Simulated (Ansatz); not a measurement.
Consider RuO2 in the rutile structure (space group P4_2/mnm, No. 136; a = 4.480 Å, c = 3.107 Å). Axes: x, y, z lie along a, b, c of the conventional cell.

Computed with r2SCAN (Ansatz, a program for electronic structure; PAW; 500 eV plane waves; no SOC).

For the base:

The pressure comes out as 0.0 GPa and the shortest interatomic distance is 1.934 Å. The band gap is zero.

Now apply this change: tensor shear ε_xy = −2.09 % (engineering shear γ = -0.0418); the atoms relax in the strained cell.

Predict the new energy relative to the base, pressure, shortest interatomic distance and band gap.

The energy rises by 14 meV/atom; the pressure (mean of the normal stresses, compression positive) goes from zero to 0.6 GPa; the shortest interatomic distance falls by 0.0338 Å, from 1.934 Å to 1.901 Å; the band gap stays zero.

Without a gap, meshes like the base's 11×11×15 leave anisotropic stresses uncertain by several tenths of a GPa, and small strain energies with them. No phonon test of stability was made. Starting moments died away, wholly or in part, for the base; another magnetic solution may exist. No Hubbard U is applied, and correlation can decide whether such a compound is a metal. All final runs are without spin polarisation.
